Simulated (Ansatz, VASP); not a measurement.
SiC (Moissanite 3C) in VASP and in Ansatz

File INCAR:

```
  PREC = Accurate
  ENCUT = 520
  EDIFF = 1E-6
  ISMEAR = 0
  SIGMA = 0.02
  LREAL = F
  LASPH = T
  NELM = 100
  ALGO = Normal
  ISIF = 2
  LWAVE = F
  LCHARG = F
  GGA = PE
  NBANDS = 11
```

Contents of KPOINTS:

```
regular mesh
0
Gamma
  10 10 10
```

File POSCAR:

```
SiC
1.0
    0.0000000000      2.0985150105      2.0985150105
    2.0985150105      0.0000000000      2.0985150105
    2.0985150105      2.0985150105      0.0000000000
Si C
1 1
Direct
    0.0000000000      0.0000000000      0.0000000000
    0.2500000000      0.2500000000      0.2500000000
```

Input for Ansatz:

```yaml
crystal:
  lattice:
    - [0.0, 2.0985150105, 2.0985150105]
    - [2.0985150105, 0.0, 2.0985150105]
    - [2.0985150105, 2.0985150105, 0.0]
  atoms:
    - { symbol: Si, position: [0.0, 0.0, 0.0] }
    - { symbol: C, position: [0.25, 0.25, 0.25] }
basis:
  ecutwfc: 420
kpoints:
  mp_grid: { grid: [10, 10, 10] }
hamiltonian:
  xc: pbe
scf:
  occupations: { method: gaussian, width: 0.02 }
output:
  forces: true
  stress: true
  eigenvalues: true
```

Alike in both runs: task single point; functional PBE; k mesh 10 × 10 × 10; occupations gaussian, width 0.02 eV; no spin polarisation.

|  | VASP | Ansatz |
| --- | --- | --- |
| version | VASP 6.6.1 | Ansatz 0.2.0 |
| potentials or method | VASP PAW PBE potentials, release 64 (Si, C) | scalar-relativistic, plane waves, PAW |
| plane-wave cutoff (eV) | 520 | 420 |
| valence electrons in the cell | 8 | 8 |

VASP gave:

| Item | Value |
| --- | --- |
| gap on the k mesh at the Fermi level (eV) | 1.24 |
| least direct gap on the mesh (eV) | 4.64 |

Task: What did Ansatz give for the same quantities?

Result: gap on the k mesh at the Fermi level (eV): 1.25; least direct gap on the mesh (eV): 4.65.

 A k mesh can miss the band edges. Expect the measured gap to be larger: semilocal functionals such as PBE lack the derivative discontinuity.
